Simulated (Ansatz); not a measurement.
Set up this calculation in Ansatz 0.2.0, as the native input.

| Quantity | Value |
| --- | --- |
| Task | relaxation of cell and atoms |
| Functional | BLYP |
| Potentials or basis | Ansatz PAW |
| Cutoff | 420 eV (not typed: the program's choice for these potentials) |
| k mesh | 9 × 9 × 9 |
| Occupations | fermi-dirac, width 0.05 eV |
| Spin | no spin polarisation |

Crystal: SnO2.

```
Sn O
1.0
     0.00000    2.57415    2.57415
     2.57415    0.00000    2.57415
     2.57415    2.57415    0.00000
Sn O
1 2
Cartesian
  0.0000 0.0000 0.0000
  3.8612 3.8612 3.8612
  1.2871 1.2871 1.2871
```

Measurements of this composition are mostly on another form, of space group No. 136.

These files were run (other wordings do the same):

input.yaml

```yaml
crystal:
  lattice:
    - [0.0, 2.57415, 2.57415]
    - [2.57415, 0.0, 2.57415]
    - [2.57415, 2.57415, 0.0]
  atoms:
    - { symbol: Sn, position: [0.0, 0.0, 0.0] }
    - { symbol: O, position: [0.75, 0.75, 0.75] }
    - { symbol: O, position: [0.25, 0.25, 0.25] }
hamiltonian:
  xc: blyp
  pseudopotentials: { kind: paw }
kpoints:
  mp_grid: { grid: [9, 9, 9] }
scf:
  occupations: { method: fermi_dirac, width: 0.05 }
output:
  forces: true
  stress: true
  eigenvalues: true
relax:
  f_tol: 0.01
  max_steps: 40
  cell: { stress_tol: 0.05 }
```

Potentials or basis: Ansatz PAW.

Command:

```sh
$ ansatz run input.yaml --threads 2 --pin off --max-ram 5632MiB --backend cpu --events-out ev --progress --plain --runs-dir out
```

Results of the run:

* Relaxed volume: 11.75 Å³/atom
* Relaxed cell: a = 3.680 Å, b = 3.680 Å, c = 3.680 Å, α = 60.00°, β = 60.00°, γ = 60.00°
* Space group after relaxing (to 0.05 Å): Fm-3m (No. 225)
* Energy gained by relaxing: 6.8 meV/atom
* Ionic steps: 6
* Pressure after relaxing: 0.0 GPa
* Band gap on the k mesh: none (metal or under the smearing width)

Caveat: the plane-wave basis is chosen anew once the cell has moved, so the energies of steps on either side of that aren't comparable; the pressure holds a Pulay correction of +1.1 GPa for the finite cutoff; the PAW data sets come from PBE, with cores solved anew for the run's functional, which leaves a small shift of forces and pressure.

It took 3.7 s on 2 threads of Arm Neoverse V2 (shared host), peak memory 0.31 GiB.
